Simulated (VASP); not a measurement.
Data:

```xyz
5
Lattice="3.7834 0.0000 0.0000 0.0000 3.7834 0.0000 0.0000 0.0000 3.7834" Properties=species:S:1:pos:R:3 pbc="T T T"
La     0.0000     0.0000     0.0000
Al     1.8917     1.8917     1.8917
O      1.8917     0.0000     1.8917
O      0.0000     1.8917     1.8917
O      1.8917     1.8917     0.0000
```

The numbers are results of r2SCAN meta-GGA, VASP's PBE PAW potentials (set 64) (plane waves; VASP), not measurements. Numerical set-up: 520 eV cut-off, 8×8×8 Γ-centred mesh, Gaussian smearing of 0.010 eV, potentials La Al O.

Task: Give the direction-averaged independent-particle dielectric function (no local fields, no excitons; a broadening of 0.1 eV leaves a tail below the gap, and fine structure carries the noise of the k-mesh).

Result: 
```
ħω (eV)    ε₁    ε₂
-------  ----  ----
0.00     4.35  0.00
0.40     4.36  0.00
0.80     4.38  0.01
1.30     4.42  0.01
1.70     4.48  0.02
2.10     4.55  0.02
2.60     4.67  0.03
3.00     4.80  0.04
3.50     5.02  0.05
3.90     5.26  0.07
4.30     5.60  0.11
4.80     6.35  0.25
5.20     7.30  1.22
5.70     7.60  3.03
6.10     5.70  4.44
6.50     4.87  3.09
7.00     5.99  2.65
7.40     6.16  4.21
7.90     5.75  6.68
8.30     2.96  5.31
8.70     3.04  6.16
9.20     1.75  4.64
9.60     0.86  4.80
10.10    0.55  4.41
```
ε₂ peaks at 6.2 eV (height 4.5), 8.0 eV (height 7.5), 8.8 eV (height 6.9), 9.5 eV (height 5.3); ε₁(0) averages 4.35, so the electronic refractive index below the gap tends to √4.35 = 2.09.

The compound is LaAlO3 in the cubic perovskite structure, the ideal cubic form; the compound distorts at low or room temperature. It was relaxed first.
